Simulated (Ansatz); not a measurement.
# GaN: Ga on a N site

The calculation used DFT PBE, scalar-relativistic, plane waves, PAW in Ansatz 0.2.0. Settings: 420 eV cutoff, 3×3×3 k-mesh, Gaussian smearing of 0.01 eV, collinear spin in charge -1 alone.

Host crystal, relaxed:

```xyz
4
Lattice="3.2184 0.0000 0.0000 -1.6092 2.7872 0.0000 0.0000 0.0000 5.2432" Properties=species:S:1:pos:R:3 pbc="T T T"
Ga    1.6092    0.9291    2.6170
Ga    0.0000    1.8581    5.2386
N     1.6092    0.9291    4.5923
N     0.0000    1.8581    1.9707
```

Supercell of 16 atoms, rows in host cell vectors: 0 0 -1; 2 0 0; -2 -2 0. Atoms relax at the host's cell, keeping the symmetry that the supercell leaves at the site. The cell is small, so energies carry finite-size errors of tenths of an eV. The host's Kohn–Sham gap is 1.71 eV. Atoms are taken from and returned to the elements' standard states. Charged cells are corrected for image charges with the computed static dielectric tensor (mean 10.9) and aligned with the host's potential at far atoms (alignment terms reach 1.57 eV; the program doubts the alignment in some charges, where it is up to 1.57 eV). No band-filling term is added, and the Fermi level counts from the host's valence band top.

Defect: Ga on a N site at (0.667, 0.333, 0.876) of the host cell.

What is the formation energy of the neutral defect?

6.14 eV.

Does the neutral defect carry a moment, and how do its surroundings relax?

The neutral run had no spin polarisation, so a moment wasn't tested. The nearest neighbours before are 3 Ga at 1.97 Å, 1 Ga at 1.98 Å; after relaxation the atoms near the site are 4 Ga at 2.28 Å; the largest move is 0.59 Å.

Charges 0, -1, -2 were computed. Which is stable where in the gap?

Among the charges computed the stable one is 0 at the valence band top and stays so across the gap. In charge -1, -2 the extra carrier would gain by moving to a band edge of the host, so it isn't bound in the gap. In charge 0, -1, -2 the cell has partly filled bands: a level of the defect may be part filled, the carrier may sit in the host's bands, or levels may cross between the k points, so transitions that involve it are doubtful. Levels between neighbouring charges: (0/-1) 2.39 eV, (-1/-2) 3.47 eV.